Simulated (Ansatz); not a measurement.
Runs of Ansatz 0.2.0 on Al2O3. The structure is orthorhombic, space group Pnnm (No. 58). The conventional cell has a = 4.614 Å, b = 9.563 Å, c = 3.120 Å, α = 90.00°, β = 90.00°, γ = 90.00°. Around Al (site symmetry m) lie 4 O at 1.68 to 1.82 Å. Around O (site symmetry 2/m) lie 2 Al at 1.68 Å. Around O (site symmetry m) lie 3 Al at 1.82 Å. Measurements of this composition are mostly on another form, of space group No. 167.

| task | level | cell | k mesh | cutoff (eV) | points for each segment of the path | target pressure (GPa) | gap on the mesh (eV) | pressure (GPa) | relaxed volume (Å³/atom) | largest force (eV/Å) |
| --- | --- | --- | --- | --- | --- | --- | --- | --- | --- | --- |
| relaxation of cell and atoms | PBEsol+D3(BJ) | relaxed | 6 × 3 × 9 | 420 | - | - | 3.46 | 0.0 | 12.88 | - |
| band structure | LDA | as given | 6 × 3 × 9 | 420 | 10 | - | 3.36 | -6.5 | - | 0.20 |
| relaxation of cell and atoms | LDA | relaxed to 2 GPa | 5 × 3 × 7 | 420 | - | 2 | 3.60 | 2.0 | - | - |
| relaxation of cell and atoms | PBEsol+D4 | relaxed | 5 × 3 × 7 | 420 | - | - | 3.45 | 0.0 | 13.06 | - |
| band structure | r2SCAN | as given | 6 × 3 × 9 | 500 | 10 | - | (a) | -4.1 | - | (b) |

Alike in all rows: potentials or basis Ansatz PAW; no spin polarisation; smearing fermi-dirac 0.05 eV.

Question: Estimate the missing entries.

Answer: (a) 4.12; (b) 0.21.

Caveats: the PAW data sets come from PBE, with cores solved anew for the run's functional, which leaves a small shift of forces and pressure; odd divisions of the mesh miss points on the zone boundary, where band edges often lie, so the gap on the mesh can be too wide (some runs); the plane-wave basis is chosen anew once the cell has moved, so the energies of steps on either side of that aren't comparable (some runs).

A k mesh can miss the band edges.

Runs at the PBE level aren't shown here.
